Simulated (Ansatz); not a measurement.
A trial cell of BeTe, before relaxation:

```cif
data_structure
_symmetry_space_group_name_H-M 'I-43d'
_symmetry_Int_Tables_number 220
_cell_length_a 7.5212
_cell_length_b 7.5212
_cell_length_c 7.5212
_cell_angle_alpha 90.000
_cell_angle_beta 90.000
_cell_angle_gamma 90.000
_cell_volume 425.47
loop_
_atom_site_label
_atom_site_type_symbol
_atom_site_symmetry_multiplicity
_atom_site_Wyckoff_symbol
_atom_site_fract_x
_atom_site_fract_y
_atom_site_fract_z
_atom_site_occupancy
Be1 Be 12 a 0.75000 0.12500 0.00000 1
Te1 Te 12 b 0.12500 0.50000 0.25000 1
```

Level of theory: DFT PBE, scalar-relativistic, plane waves, PAW (Ansatz). Cutoff 420 eV, Gaussian smearing, Γ-centred meshes. Cell and atoms relax first on a coarse mesh and then on a converged one. In between, the cell is made exact in the group found at 0.06 Å. The steps can't lower the symmetry of their start. No spin polarisation.

A guess keeps its type if space group and coordination stay and the shape of the cell changes little (axis ratios within about 15 %, angles within 6°); the volume may change.

Problem. Does it keep its structure type, or change into something else?

Solution. It keeps its type: symmetry leaves only the cell edge free. The symmetry stays I-43d (No. 220). The volume per atom grows by 26.3 %, from 17.7 to 22.4 Å³. The shortest distance goes from 2.30 Å (Be–Te) to 2.49 Å (Be–Te). Counting neighbours within 15 % of an atom's shortest distance, the start has Be 4, Te 4 and the end Be 4, Te 4.

The last run used a 6×6×6 mesh for its 12-atom cell and Gaussian smearing of 0.02 eV. Spin–orbit coupling, which can matter for Te, is left out. A structure relaxed within its symmetry needn't be a true minimum.
